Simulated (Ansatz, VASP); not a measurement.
**Two plane-wave programs on GaSb**

Contents of INCAR:

```
SYSTEM = GaSb
PREC = Accurate ; ENCUT = 520
EDIFF = 1E-7 ; ISMEAR = 0
SIGMA = 0.020999999999999998 ; LREAL = .False.
LASPH = .True. ; NELM = 60
ALGO = Fast ; ISIF = 2
LWAVE = .False. ; LCHARG = .False.
GGA = PE
```

File KPOINTS:

```
Automatic mesh
0
Gamma
  8 8 8
  0 0 0
```

Contents of POSCAR:

```
GaSb
1.0
    0.0000000000      3.0590000000      3.0590000000
    3.0590000000      0.0000000000      3.0590000000
    3.0590000000      3.0590000000      0.0000000000
Sb Ga
1 1
Direct
    0.7500000000      0.7500000000      0.7500000000
    0.0000000000      0.0000000000      0.0000000000
```

Contents of input.yaml:

```yaml
crystal:
  lattice:
    - [0.0, 3.059, 3.059]
    - [3.059, 0.0, 3.059]
    - [3.059, 3.059, 0.0]
  atoms:
    - { symbol: Sb, position: [0.75, 0.75, 0.75] }
    - { symbol: Ga, position: [0.0, 0.0, 0.0] }
hamiltonian:
  xc: pbe
  pseudopotentials: { kind: paw }
kpoints:
  mp_grid: { grid: [8, 8, 8] }
scf:
  occupations: { method: gaussian, width: 0.021 }
output:
  forces: true
  stress: true
  eigenvalues: true
```

Alike in both runs: task single point; functional PBE; k mesh 8 × 8 × 8; occupations gaussian, width 0.021 eV; no spin polarisation.

```csv
,VASP,Ansatz
version,VASP 6.6.1,Ansatz 0.2.0
potentials or method,"VASP PAW PBE potentials, release 64 (Sb, Ga_d)",Ansatz PAW
plane-wave cutoff (eV),520,420
valence electrons in the cell,18,28
```

Ansatz gave:

| Quantity | Value |
| --- | --- |
| gap on the k mesh at the Fermi level (eV) | 0.03 |
| least direct gap on the mesh (eV) | 0.03 |
| pressure (GPa) | 2.3 |

Question: Estimate VASP's values.

Answer: gap on the k mesh at the Fermi level (eV): 0.04; least direct gap on the mesh (eV): 0.04; pressure (GPa): 2.4.

The functional is the same, so the differences come from potentials, cutoffs and numerics. The two sets of potentials don't hold the same shells in valence.

Caveats: spin-orbit coupling is left out, which moves the levels of the heavy elements. A k mesh can miss the band edges. Expect the measured gap to be larger: semilocal functionals such as PBE lack the derivative discontinuity.
